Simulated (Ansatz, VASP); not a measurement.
## One calculation of AlNi, two programs

```xyz
2
Lattice="2.9375 0.0000 0.0000 0.0000 2.9375 0.0000 0.0000 0.0000 2.9375" Properties=species:S:1:pos:R:3 pbc="T T T"
Ni    1.4688    1.4688    1.4688
Al    0.0000    0.0000    0.0000
```

Alike in both runs: task single point; functional r2SCAN; k mesh 9 × 9 × 9; occupations fermi-dirac, width 0.05 eV; collinear spin.

|  | VASP | Ansatz |
| --- | --- | --- |
| version | VASP 6.6.1 | Ansatz 0.2.0 |
| potentials or method | VASP PAW PBE potentials, release 64 (Ni, Al) | Ansatz PAW |
| plane-wave cutoff (eV) | 520 | 500 |
| valence electrons in the cell | 13 | 21 |

Ansatz gave:

| Quantity | Value |
| --- | --- |
| gap on the k mesh at the Fermi level (eV) | none |
| pressure (GPa) | -11.6 |
| net moment per atom (μB) | 0.00 |

**Question.** Which values does VASP return?

**Answer.** gap on the k mesh at the Fermi level (eV): none; pressure (GPa): -11.8; net moment per atom (μB): 0.00.

A gap of «none» marks a metal or a gap that the smearing closes. The functional is the same, so the differences come from potentials, cutoffs and numerics. The two sets of potentials don't hold the same shells in valence.

Caveats: the PAW data sets were made with another functional, which shifts forces and pressure a little (VASP); the magnetic or orbital state may not be the lowest (Ansatz); the PAW data sets come from PBE, with cores solved anew for the run's functional, which leaves a small shift of forces and pressure (Ansatz); the starting moments weren't kept (Ansatz).
